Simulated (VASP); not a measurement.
Crystal: BaTiO3 (Barioperovskite).

```
CELL_PARAMETERS angstrom
3.98550 0.00000 0.00000
0.00000 2.83690 2.84515
0.00000 -2.83690 2.84515
ATOMIC_POSITIONS crystal
Ba 0.00000 0.00000 0.00000
Ti 0.50000 0.51240 0.51240
O 0.00000 0.48740 0.48740
O 0.50000 0.50524 0.99184
O 0.50000 0.99184 0.50524
```

```yaml
Program: VASP 6.6.1
Task: relaxation of cell and atoms
Functional: PBEsol
Potentials_or_basis: VASP PAW PBE potentials, release 64 (Ba_sv, Ti_sv, O)
Cutoff: 600 eV
k_mesh: 10 × 10 × 10
Occupations: methfessel-paxton, width 0.1 eV
Spin: no spin polarisation
```

At the start: pressure -2.3 GPa; volume 12.87 Å³/atom.

Task: Where does the relaxation end?

Result: Over 17 steps the energy falls by 6.1 meV/atom and the volume is 12.84 Å³/atom (-0.2 %); space group Amm2 (No. 38, to 0.05 Å).

The path:
```tsv
step	energy change (eV)	largest force (eV/Å)	pressure (GPa)	volume (Å³)
1	0.0000	0.2795	-2.27	64.34
2	-0.0076	0.1888	2.76	62.66
3	-0.0118	0.2061	0.82	63.27
4	-0.0196	0.1547	0.67	63.43
5	-0.0275	0.0865	0.38	63.83
6	-0.0276	0.0750	0.36	63.79
7	-0.0292	0.0986	-0.58	64.20
8	-0.0293	0.0946	-0.44	64.13
9	-0.0298	0.0373	0.42	63.91
10	-0.0300	0.0428	0.14	63.99
11	-0.0304	0.0236	0.09	64.06
12	-0.0305	0.0408	0.00	64.16
13	-0.0305	0.0261	-0.02	64.13
14	-0.0307	0.0167	0.05	64.15
15	-0.0307	0.0114	0.07	64.16
16	-0.0306	0.0201	-0.21	64.25
17	-0.0307	0.0057	-0.01	64.18
```

Final structure:
```
CELL_PARAMETERS angstrom
3.96003 0.00000 0.00000
0.00000 2.84090 2.85259
0.00000 -2.84090 2.85259
ATOMIC_POSITIONS crystal
Ba 0.00000 0.00682 0.00682
Ti 0.50000 0.52083 0.52083
O 0.00000 0.49152 0.49152
O 0.50000 0.49405 0.98366
O 0.50000 0.98366 0.49405
```

Caveat: the PAW data sets were made with another functional, which shifts forces and pressure a little.
